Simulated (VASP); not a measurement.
# AlNi: energy at fixed spin moment, by functional and volume against the source cell

AlNi, Pm-3m (no. 221), 2 atoms in the cell.

| Functional | Volume against the source cell | Cell | Moment at the minimum, by a parabola in the squared moment through the lowest point and its neighbours (muB per cell) | Energy there by the same parabola, against the smallest moment (meV/atom) | Moment left free (muB per cell) | Time (s) |
|---|---|---|---|---|---|---|
| LDA | 0.94 | volume scaled by 0.94 | 0.00 | 0.0 | 0.00 | 87 |
| PBE | 1 | as given | 0.00 | 0.0 | 0.00 | 118 |
| LDA | 1 | as given | 0.00 | 0.0 | 0.00 | 90 |
| PBE | 1.03 | volume scaled by 1.03 | 0.00 | 0.0 | 0.00 | 111 |

## Input of the first row

INCAR.step1:
```
PREC     = Accurate       # precision mode
ENCUT    = 450            # plane-wave cutoff, eV
EDIFF    = 1E-7           # SCF threshold, eV
NELM     = 200            # most SCF steps
ALGO     = Normal         # electronic algorithm
ISMEAR   = 1              # smearing method
SIGMA    = 0.1            # smearing width, eV
LREAL    = F              # projectors in reciprocal space
LASPH    = T              # aspherical terms in the spheres
LMAXMIX  = 4              # l up to which the mixer works
LORBIT   = 11             # projections on sites
LWAVE    = F              # write WAVECAR
LCHARG   = F              # write CHGCAR
GGA      = CA             # functional
VOSKOWN  = 1            
ISPIN    = 2              # spin polarisation
ISIF     = 2              # what is computed and relaxed
NUPDOWN  = 0.0            # fixed moment
MAGMOM   = 0 0            # initial moments
```

INCAR.step2, as INCAR.step1 but for:
```
- NUPDOWN = 0.0
- MAGMOM = 0 0
+ NUPDOWN = 0.16
+ MAGMOM = 0.1625 0
```

INCAR.step3 to INCAR.step9 change the same tags again: MAGMOM = 0.325 0, 0.4875 0, 0.65 0, 0.8125 0, 0.975 0, 1.1375 0, 1.3 0; NUPDOWN = 0.32, 0.49, 0.65, 0.81, 0.98, 1.14, 1.3.

INCAR.step10, as INCAR.step9 but for:
```
- NUPDOWN = 1.3
```

KPOINTS:
```
k-points
0
Gamma
  14 14 14
```

POSCAR:
```
AlNi
1.0
    2.8221875792      0.0000000000      0.0000000000
    0.0000000000      2.8221875792      0.0000000000
    0.0000000000      0.0000000000      2.8221875792
Ni Al
1 1
Direct
    0.5000000000      0.5000000000      0.5000000000
    0.0000000000      0.0000000000      0.0000000000
```

Commands (each step's output is kept before the next begins):
```
cat potpaw_LDA.64/Ni/POTCAR potpaw_LDA.64/Al/POTCAR > POTCAR
cp INCAR.step1 INCAR
mpirun -np 4 vasp_std > vasp.out
rm WAVECAR CHG
cp INCAR.step2 INCAR
mpirun -np 4 vasp_std > vasp.out
rm WAVECAR CHG
cp INCAR.step3 INCAR
mpirun -np 4 vasp_std > vasp.out
rm WAVECAR CHG
cp INCAR.step4 INCAR
mpirun -np 4 vasp_std > vasp.out
rm WAVECAR CHG
cp INCAR.step5 INCAR
mpirun -np 4 vasp_std > vasp.out
rm WAVECAR CHG
cp INCAR.step6 INCAR
mpirun -np 4 vasp_std > vasp.out
rm WAVECAR CHG
cp INCAR.step7 INCAR
mpirun -np 4 vasp_std > vasp.out
rm WAVECAR CHG
cp INCAR.step8 INCAR
mpirun -np 4 vasp_std > vasp.out
rm WAVECAR CHG
cp INCAR.step9 INCAR
mpirun -np 4 vasp_std > vasp.out
rm WAVECAR CHG
cp INCAR.step10 INCAR
mpirun -np 4 vasp_std > vasp.out
```

VASP 6.6.1 took 87 s on 4 cores (Intel Xeon Platinum 8488C (Sapphire Rapids)), a shared host.
